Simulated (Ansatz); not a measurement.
# GaN: the cost of one run

Program: Ansatz 0.2.0. Level of theory: DFT PBE, scalar-relativistic, plane waves, PAW. These are calculated values, not measurements.

3 further runs of the same task are left out: 3 set aside as unsound or not needed.

## Step 1: The system as given

The structure is hexagonal, space group P6_3mc (No. 186). Conventional cell: a = 3.218 Å, b = 3.218 Å, c = 5.243 Å, α = 90.00°, β = 90.00°, γ = 120.00°. Ga (site symmetry 3m) is surrounded by 4 N at 1.97 to 1.98 Å. N (site symmetry 3m) is surrounded by 4 Ga at 1.97 to 1.98 Å.

As a file:

```xyz
4
Lattice="3.2184 0.0000 0.0000 -1.6092 2.7872 0.0000 0.0000 0.0000 5.2432" Properties=species:S:1:pos:R:3 pbc="T T T"
Ga    1.6092    0.9291    2.6170
Ga    0.0000    1.8581    5.2386
N     1.6092    0.9291    4.5923
N     0.0000    1.8581    1.9707
```

It goes back to an entry of the Materials Project.

This cell was relaxed beforehand with the same method: volume 11.76 Å³/atom, gap on the mesh 1.71 eV.

The host's static dielectric tensor, from an earlier linear-response run, has a mean of 10.89.

## Step 2: The perfect supercell

input.yaml reads:

```yaml
crystal:
  lattice:
    - [-3.218370816, 5.5743817707, -5.2431684095]
    - [6.4367416318, 1.0e-10, -5.2431684095]
    - [-3.2183708159, -5.5743817708, -5.2431684095]
  atoms:
    - { symbol: Ga, position: [0.000288379, 0.1669550456, 0.3336217123] }
    - { symbol: Ga, position: [0.6669550456, 0.3336217123, 0.500288379] }
    - { symbol: Ga, position: [0.3336217123, 0.000288379, 0.1669550456] }
    - { symbol: Ga, position: [0.1669550456, 0.8336217123, 0.500288379] }
    - { symbol: Ga, position: [0.8336217123, 0.500288379, 0.1669550456] }
    - { symbol: Ga, position: [0.500288379, 0.6669550456, 0.3336217123] }
    - { symbol: Ga, position: [0.1669550456, 0.3336217123, 0.000288379] }
    - { symbol: Ga, position: [0.8336217123, 0.000288379, 0.6669550456] }
    - { symbol: Ga, position: [0.500288379, 0.1669550456, 0.8336217123] }
    - { symbol: Ga, position: [0.000288379, 0.6669550456, 0.8336217123] }
    - { symbol: Ga, position: [0.6669550456, 0.8336217123, 0.000288379] }
    - { symbol: Ga, position: [0.3336217123, 0.500288379, 0.6669550456] }
    - { symbol: Ga, position: [0.000288379, 0.8336217123, 0.1669550456] }
    - { symbol: Ga, position: [0.6669550456, 0.000288379, 0.3336217123] }
    - { symbol: Ga, position: [0.3336217123, 0.6669550456, 0.000288379] }
    - { symbol: Ga, position: [0.1669550456, 0.500288379, 0.3336217123] }
    - { symbol: Ga, position: [0.8336217123, 0.1669550456, 0.000288379] }
    - { symbol: Ga, position: [0.500288379, 0.3336217123, 0.1669550456] }
    - { symbol: Ga, position: [0.1669550456, 0.000288379, 0.8336217123] }
    - { symbol: Ga, position: [0.8336217123, 0.6669550456, 0.500288379] }
    - { symbol: Ga, position: [0.500288379, 0.8336217123, 0.6669550456] }
    - { symbol: Ga, position: [0.000288379, 0.3336217123, 0.6669550456] }
    - { symbol: Ga, position: [0.6669550456, 0.500288379, 0.8336217123] }
    - { symbol: Ga, position: [0.3336217123, 0.1669550456, 0.500288379] }
    - { symbol: "N", position: [0.874711621, 0.0413782877, 0.2080449544] }
    - { symbol: "N", position: [0.5413782877, 0.2080449544, 0.374711621] }
    - { symbol: "N", position: [0.2080449544, 0.874711621, 0.0413782877] }
    - { symbol: "N", position: [0.0413782877, 0.7080449544, 0.374711621] }
    - { symbol: "N", position: [0.7080449544, 0.374711621, 0.0413782877] }
    - { symbol: "N", position: [0.374711621, 0.5413782877, 0.2080449544] }
    - { symbol: "N", position: [0.0413782877, 0.2080449544, 0.874711621] }
    - { symbol: "N", position: [0.7080449544, 0.874711621, 0.5413782877] }
    - { symbol: "N", position: [0.374711621, 0.0413782877, 0.7080449544] }
    - { symbol: "N", position: [0.874711621, 0.5413782877, 0.7080449544] }
    - { symbol: "N", position: [0.5413782877, 0.7080449544, 0.874711621] }
    - { symbol: "N", position: [0.2080449544, 0.374711621, 0.5413782877] }
    - { symbol: "N", position: [0.2080449544, 0.0413782877, 0.374711621] }
    - { symbol: "N", position: [0.874711621, 0.2080449544, 0.5413782877] }
    - { symbol: "N", position: [0.5413782877, 0.874711621, 0.2080449544] }
    - { symbol: "N", position: [0.374711621, 0.7080449544, 0.5413782877] }
    - { symbol: "N", position: [0.0413782877, 0.374711621, 0.2080449544] }
    - { symbol: "N", position: [0.7080449544, 0.5413782877, 0.374711621] }
    - { symbol: "N", position: [0.374711621, 0.2080449544, 0.0413782877] }
    - { symbol: "N", position: [0.0413782877, 0.874711621, 0.7080449544] }
    - { symbol: "N", position: [0.7080449544, 0.0413782877, 0.874711621] }
    - { symbol: "N", position: [0.2080449544, 0.5413782877, 0.874711621] }
    - { symbol: "N", position: [0.874711621, 0.7080449544, 0.0413782877] }
    - { symbol: "N", position: [0.5413782877, 0.374711621, 0.7080449544] }
basis:
  ecutwfc: 420
  xc_grid: 2
kpoints:
  mp_grid: { grid: [1, 1, 1], shift: [0.0, 0.0, 0.0] }
hamiltonian:
  xc: pbe
scf:
  occupations: { method: gaussian, width: 0.01 }
output:
  forces: true
  stress: true
  eigenvalues: true
```

The run is started by

```bash
$ ansatz run input.yaml --threads 4 --pin off --max-ram 10240MiB --backend cpu --events-out ev --progress --plain --runs-dir out
```

Q: Estimate wall time and peak memory on 4 threads of Intel Xeon Platinum 8488C (Sapphire Rapids), shared host.

About 2.2 s, with a peak of 0.82 GiB.
